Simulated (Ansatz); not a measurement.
RbCl, space group Fm-3m: an equation of state with a fit, run with the Python package of Ansatz (0.2.0).

The script, `rbcl_eos.py`:
```python
import warnings

import ansatz as az
import numpy as np

vectors0 = np.array([
    [0.0, 3.274, 3.274],
    [3.274, 0.0, 3.274],
    [3.274, 3.274, 0.0],
])
sites = [
    ("Rb", (0.0, 0.0, 0.0)),
    ("Cl", (0.5, 0.5, 0.5)),
]


def crystal_on(cell):
    crystal = az.Crystal(lattice=az.Lattice.of(cell))
    for symbol, position in sites:
        crystal = crystal.atom(symbol, position)
    return crystal


def main() -> None:
    warnings.simplefilter("ignore", az.DeckWarning)

    volumes, energies, pressures = [], [], []
    for scale in np.linspace(0.88, 1.12, 7):
        cell = vectors0 * scale ** (1 / 3)
        base = (
            crystal_on(cell).calculation()
            .occupations("fixed")
            .functional("PBE")
            .basis(510)
            .kpoints(5, 5, 5)
            .stress()
        )
        summary = base.run(threads=1).report
        volumes.append(abs(np.linalg.det(cell)) / len(sites))
        energies.append(summary["free_energy_ev"] / len(sites))
        pressures.append(np.trace(summary["stress_gpa"]) / 3)
        print(f"V = {volumes[-1]:8.4f} A^3/atom  F = {energies[-1]:.5f} eV/atom  P = {pressures[-1]:8.3f} GPa")

    x = np.array(volumes) ** (-2 / 3)
    poly = np.polynomial.Polynomial.fit(x, energies, 3).convert()
    roots = poly.deriv().roots()
    x0 = min((r.real for r in roots if abs(r.imag) < 1e-9 and poly.deriv(2)(r.real) > 0), key=lambda r: abs(r - x.mean()))
    v0 = x0 ** -1.5
    b0 = 4 / 9 * poly.deriv(2)(x0) * v0 ** (-7 / 3) * 160.21766
    b1 = 4 + 2 / 3 * x0 * poly.deriv(3)(x0) / poly.deriv(2)(x0)
    print(f"V0 = {v0:.4f} A^3/atom, B0 = {b0:.1f} GPa, dB/dP = {b1:.2f}")


if __name__ == "__main__":
    main()
```

From its runs, with one value withheld:

| V (Å³/atom) | F less the lowest row shown (meV/atom) |
| --- | --- |
| 30.883 | 76.59 |
| 32.287 | 43.17 |
| 33.690 | 20.68 |
| 35.094 | 6.88 |
| 36.498 | 0.00 |
| 37.902 | ? |
| 39.306 | 1.75 |

What is the missing energy at 37.902 Å³ an atom?

A third-order Birch-Murnaghan fit, E = E0 + (9 V0 B0 / 16) [(t - 1)³ B' + (t - 1)² (6 - 4t)] with t = (V0/V)^(2/3), through the 6 rows shown gives V0 = 37.580 Å³, B0 = 14.2 GPa, B' = 4.96 and E0 = -1.46 meV. At V = 37.902 Å³, t = 0.99432, and the fit interpolates to -1.34 meV. The run gave -1.34 meV, a miss of 0.00 meV.

Caveats:
- Pressure is positive in compression.
- The structure is a deposited one; some such entries were measured under pressure or heat, so a shift against it needn't be the functional's error alone.
- Cost: roughly 7 core-seconds.
